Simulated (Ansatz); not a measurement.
# C: energy along a strain

C, P6_3/mmc, a = 2.512 Å, c = 4.180 Å. Ansatz: PBE, PAW, 420 eV, Γ-centred 12×12×6 mesh on 4 atoms, Gaussian smearing 0.05 eV; no spin polarisation. Cell vectors (Å): 2.512 0.000 0.000; -1.256 2.175 0.000; 0.000 0.000 4.180. The cell is strained by x per cent times the pattern (1 1 0 0 0 0) in the order xx yy zz yz xz xy (engineering shears), with fractional coordinates held. y is the free energy over the start, V0 = 5.709 Å³/atom. Points with a strain past 8.5 % were computed too (5) and aren't used here.

```tsv
x (%)	y (meV/atom)
-7.50	310.64
-3.75	?
0.00	0.00
3.75	58.40
7.50	213.05
```

Problem. Fit y = c2 x² + c3 x³ to the other rows, get the stiffness along the pattern, and predict the missing energy.

Solution. Least squares on the rows shown. y = 4.6530 x² − 0.11580 x³. The clamped-ion stiffness p·C·p = 2 × 46.53 eV × 160.2 / 5.709 Å³ = 2611 GPa. At x = -3.75 the fit asked for gives 71.54 meV/atom. The run gave 70.52 meV/atom, so the fit is 1.02 meV/atom too high, within twice the rms miss on the fitted rows (0.54 meV/atom).

The cell dimensions fit hexagonal diamond, and the large stiffness is that of a network of short, strongly directional sp3 bonds. Equal in-plane strain at fixed c changes the length of the bonds inclined to the axis and also the bond angles, while bonds along c keep their length. Compression costs more than equal extension, hence the negative cubic term: overlap repulsion rises steeply as the bonds shorten, while their attraction weakens as they stretch.

The fit is too high at -3.75 and also at 3.75, though it nearly meets both outer points. An error of the same sign on both sides points to a missing even term, probably quartic, rather than to scatter. The fitted quadratic coefficient absorbs part of it, so 2611 GPa is probably slightly above the true curvature at the origin. That value is twice the sum of C11 and C12, so it gives neither constant separately, and letting the internal coordinate relax could only lower it.
